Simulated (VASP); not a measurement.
# C (Fd-3m) in VASP: Born charges and dielectric tensor with PBE

Aim: the Born charges and dielectric tensor of C with PBE.

Program: VASP 6.6.1. These are calculated values, not measurements. Logs are shortened: lines on timing, memory, paths and dates and some standing lists are left out, and cuts for length are marked.

## 1. The structure

It takes space group Fd-3m (No. 227, cubic). The conventional cell has a = 3.574 Å, b = 3.574 Å, c = 3.574 Å, α = 90.00°, β = 90.00°, γ = 90.00°. Around C (site symmetry -43m) lie 4 C at 1.55 Å.

This isn't the form of C at room conditions, which is graphite.

## 2. Born charges and dielectric tensor, PBE

Input file INCAR:

```
  PREC = Accurate
  ENCUT = 520
  EDIFF = 0.05
  ISMEAR = 0
  SIGMA = 0.02
  LREAL = False
  LASPH = True
  NELM = 80
  ALGO = Fast
  ISIF = 2
  LWAVE = False
  LCHARG = False
  GGA = PE
  LEPSILON = True
  IBRION = 8
  NSW = 1
```

Input file KPOINTS:

```
regular mesh
0
Gamma
  14 14 14
```

Input file POSCAR:

```
C                                       
1.0
   -0.0000000000      1.7867637748      1.7867637748
    1.7867637748      0.0000000000      1.7867637748
    1.7867637748      1.7867637748     -0.0000000000
  C             
     2
Direct
     0.0000000000000000    0.0000000000000000    0.0000000000000000
     0.2500000000000000    0.2500000000000000    0.2500000000000000
```

Potentials or basis: VASP PAW PBE potentials, release 64 (C).

The run is started by

```bash
cat potpaw_PBE.64/C/POTCAR > POTCAR
mpirun -np 1 vasp_std > vasp.out
```

OUTCAR:

```text
PREC = Accurate
   ENCUT = 520
   EDIFF = 0.05
   ISMEAR = 0
   LREAL = False
   LASPH = True
   NELM = 80
   ISIF = 2
   GGA = PE
   LEPSILON = True
   IBRION = 8
   NSW = 1

 ion  position               nearest neighbor table
   1  0.000  0.000  0.000-   2 1.55   2 1.55   2 1.55   2 1.55
   2  0.250  0.250  0.250-   1 1.55   1 1.55   1 1.55   1 1.55

  LATTYP: Found a face centered cubic cell.
 ALAT       =     3.5735275496

  Lattice vectors:

 A1 = (   0.0000000000,   1.7867637748,   1.7867637748)
 A2 = (   1.7867637748,   0.0000000000,   1.7867637748)
 A3 = (   1.7867637748,   1.7867637748,   0.0000000000)

Analysis of symmetry for initial positions (statically):
=====================================================================
 Subroutine PRICEL returns:
 Original cell was already a primitive cell.

 Routine SETGRP: Setting up the symmetry group for a
 face centered cubic supercell.

 Subroutine GETGRP returns: Found 48 space group operations
 (whereof 24 operations were pure point group operations)
 out of a pool of 48 trial point group operations.

The static configuration has the point symmetry T_d .
 The point group associated with its full space group is O_h .

Analysis of symmetry for dynamics (positions and initial velocities):
=====================================================================
 Subroutine PRICEL returns:
 Original cell was already a primitive cell.

 Routine SETGRP: Setting up the symmetry group for a
 face centered cubic supercell.

 Subroutine GETGRP returns: Found 48 space group operations
 (whereof 24 operations were pure point group operations)
 out of a pool of 48 trial point group operations.

The dynamic configuration has the point symmetry T_d .
 The point group associated with its full space group is O_h .

 Subroutine INISYM returns: Found 48 space group operations
 (whereof 24 operations are pure point group operations),
 and found     1 'primitive' translations

----------------------------------------------------------------------------------------

                                     Primitive cell

  volume of cell :      11.4086

  direct lattice vectors                    reciprocal lattice vectors
     0.000000000  1.786763775  1.786763775    -0.279835537  0.279835537  0.279835537
     1.786763775  0.000000000  1.786763775     0.279835537 -0.279835537  0.279835537
     1.786763775  1.786763775  0.000000000     0.279835537  0.279835537 -0.279835537

  length of vectors
     2.526865563  2.526865563  2.526865563     0.484689367  0.484689367  0.484689367

  position of ions in fractional coordinates (direct lattice)
     0.000000000  0.000000000  0.000000000
     0.250000000  0.250000000  0.250000000

  ion indices of the primitive-cell ions
   primitive index   ion index
                 1           1
                 2           2

----------------------------------------------------------------------------------------

 KPOINTS: regular mesh

Automatic generation of k-mesh.
 Grid dimensions read from file:
 generate k-points for:   14   14   14

[... 410 lines left out ...]
 ------------------------------------------------------
           5.968565     0.000000    -0.000000
           0.000000     5.968565     0.000000
           0.000000     0.000000     5.968565
 ------------------------------------------------------

 Free energy of the ion-electron system (eV)
  ---------------------------------------------------
  ---------------------------------------------------
  free energy    TOTEN  =        -0.15655845 eV

  energy without entropy =       -0.15655845

------------------------ aborting loop because EDIFF is reached ----------------------------------------

--------------------------------------- Ionic step        2  -------------------------------------------

------------------------ aborting loop because EDIFF is reached ----------------------------------------

--------------------------------------- Ionic step        3  -------------------------------------------

------------------------ aborting loop because EDIFF is reached ----------------------------------------

 PIEZOELECTRIC TENSOR FIELD DIRECTION 3  (e Angst)
 -----------------------------------------------------------------------------
    -0.00021  0.00000  0.00000           ( -0.00000  0.00000  0.00000)
     0.00000 -0.00021  0.00000           (  0.00000 -0.00000  0.00000)
     0.00000  0.00000 -0.00037           (  0.00000  0.00000 -0.00001)

 PIEZOELECTRIC TENSOR FIELD DIRECTION 3  (C/m^2)
 -----------------------------------------------------------------------------
    -0.00030  0.00000  0.00000
     0.00000 -0.00030  0.00000
     0.00000  0.00000 -0.00052

--------------------------------------- Ionic step        4  -------------------------------------------

 Free energy of the ion-electron system (eV)
  ---------------------------------------------------
  ---------------------------------------------------
  free energy    TOTEN  =        -0.11086974 eV

  energy without entropy =       -0.11086974

------------------------ aborting loop because EDIFF is reached ----------------------------------------

 INTERNAL STRAIN TENSOR  FOR ION    1  DIRECTION 1   (eV/Angst):
 -----------------------------------------------------------------------------
     0.00423  0.00000  0.00000
     0.00000  0.01209  8.46349
     0.00000  8.46349  0.01209

 MACROSCOPIC STATIC DIELECTRIC TENSOR (including local field effects in DFT)
 ------------------------------------------------------
           5.968573     0.000000    -0.000000
          -0.000000     5.968573     0.000000
          -0.000000    -0.000000     5.968573
 ------------------------------------------------------

 PIEZOELECTRIC TENSOR (including local field effects)  for field in x, y, z        (e  Angst)
          XX          YY          ZZ          XY          YZ          ZX
  --------------------------------------------------------------------------------
  x     0.00000    -0.00000    -0.00000     0.00000    -0.00000    -0.00000
  y    -0.00000    -0.00000     0.00000    -0.00000     0.00000     0.00000
  z     0.00000     0.00000     0.00000     0.00000     0.00000     0.00000

 PIEZOELECTRIC TENSOR (including local field effects)  for field in x, y, z        (C/m^2)
          XX          YY          ZZ          XY          YZ          ZX
  --------------------------------------------------------------------------------
  x     0.00000    -0.00000    -0.00000     0.00000    -0.00000    -0.00000
  y    -0.00000    -0.00000     0.00000    -0.00000     0.00000     0.00000
  z     0.00000     0.00000     0.00000     0.00000     0.00000     0.00000

 BORN EFFECTIVE CHARGES (including local field effects) (in |e|, cummulative output)
 ---------------------------------------------------------------------------------
 ion    1
    1    -0.00000     0.00000    -0.00000
    2     0.00000    -0.00000     0.00000
    3     0.00000     0.00000     0.00000
 ion    2
    1     0.00000     0.00000     0.00000
    2     0.00000     0.00000     0.00000
    3    -0.00000    -0.00000    -0.00000

 INTERNAL STRAIN TENSOR FOR ION    2 for displacements in x,y,z  (eV/Angst):
          X           Y           Z          XY          YZ          ZX
  --------------------------------------------------------------------------------
  x     0.00000     0.00000     0.00000     0.00000    -8.46349     0.00000
  y     0.00000     0.00000     0.00000     0.00000     0.00000    -8.46349
  z     0.00000     0.00000     0.00000    -8.46349     0.00000     0.00000

 SECOND DERIVATIVES (NOT SYMMETRIZED)
 ------------------------------------
               1X          1Y          1Z          2X          2Y          2Z
  1X   -48.067365    0.000000    0.000000   48.067365    0.000000    0.000000
  1Y     0.000000  -48.067365    0.000000    0.000000   48.067365    0.000000
  1Z     0.000000    0.000000  -48.067365    0.000000    0.000000   48.067365
  2X    48.067365    0.000000    0.000000  -48.067365    0.000000    0.000000
  2Y     0.000000   48.067365    0.000000    0.000000  -48.067365    0.000000
  2Z     0.000000    0.000000   48.067365    0.000000    0.000000  -48.067365

 Eigenvectors and eigenvalues of the dynamical matrix
 ----------------------------------------------------

   1 f  =   44.228407 THz   277.895277 2PiTHz 1475.300858 cm-1   182.913912 meV
             X         Y         Z           dx          dy          dz
      0.000000  0.000000  0.000000     0.000000   -0.707107    0.000000
      0.893382  0.893382  0.893382     0.000000    0.707107    0.000000
[... 21 lines left out ...]
   6 f  =    0.000000 THz     0.000000 2PiTHz    0.000000 cm-1     0.000000 meV
             X         Y         Z           dx          dy          dz
      0.000000  0.000000  0.000000     0.000000    0.000000    0.707107
      0.893382  0.893382  0.893382     0.000000    0.000000    0.707107

--------------------------------------------------------------------------------------------------------

 MACROSCOPIC STATIC DIELECTRIC TENSOR IONIC CONTRIBUTION
 ------------------------------------------------------
           0.000000     0.000000    -0.000000
           0.000000     0.000000    -0.000000
          -0.000000    -0.000000     0.000000
 ------------------------------------------------------

 ELASTIC MODULI CONTR FROM IONIC RELAXATION (kBar)
 Direction    XX          YY          ZZ          XY          YZ          ZX
 --------------------------------------------------------------------------------
 XX           0.0000      0.0000      0.0000      0.0000      0.0000      0.0000
 YY           0.0000      0.0000      0.0000      0.0000      0.0000      0.0000
 ZZ           0.0000      0.0000      0.0000      0.0000      0.0000      0.0000
 XY           0.0000      0.0000      0.0000   -209.2799      0.0000      0.0000
 YZ           0.0000      0.0000      0.0000      0.0000   -209.2799      0.0000
 ZX           0.0000      0.0000      0.0000      0.0000      0.0000   -209.2799
 --------------------------------------------------------------------------------

 PIEZOELECTRIC TENSOR IONIC CONTR  for field in x, y, z        (C/m^2)
          XX          YY          ZZ          XY          YZ          ZX
  --------------------------------------------------------------------------------
  x     0.00000     0.00000     0.00000    -0.00000    -0.00000     0.00000
  y     0.00000     0.00000     0.00000     0.00000     0.00000    -0.00000
  z     0.00000     0.00000     0.00000     0.00000     0.00000     0.00000
```

Run time: 66 s. Hardware: 1 thread of Intel Xeon Platinum 8259CL at 2.50GHz (Skylake/Cascade Lake), shared host; peak memory 0.2 GiB.

What came out:

```
Band gap on the k mesh                  : 4.11 eV, indirect (least direct gap 5.57 eV)
Electronic dielectric tensor (diagonal) : 5.97
Born charges (mean of the diagonal)     : C +0.00 e
Highest phonon frequency at Γ           : 1475 cm⁻¹
```

Phonon frequencies in cm⁻¹ (negative: imaginary):
```
              q point           frequencies
(0.000, 0.000, 0.000)  0 0 0 1475 1475 1475
```

Electronic dielectric tensor:
```
5.97 0.00 0.00
0.00 5.97 0.00
0.00 0.00 5.97
```

Born effective charge tensors (e):
atom 1, C
```
0.00 0.00 0.00
0.00 0.00 0.00
0.00 0.00 0.00
```
atom 2, C
```
0.00 0.00 0.00
0.00 0.00 0.00
0.00 0.00 0.00
```

A k mesh can miss the band edges. A hybrid or GW would open this gap; PBE tends to underestimate it.
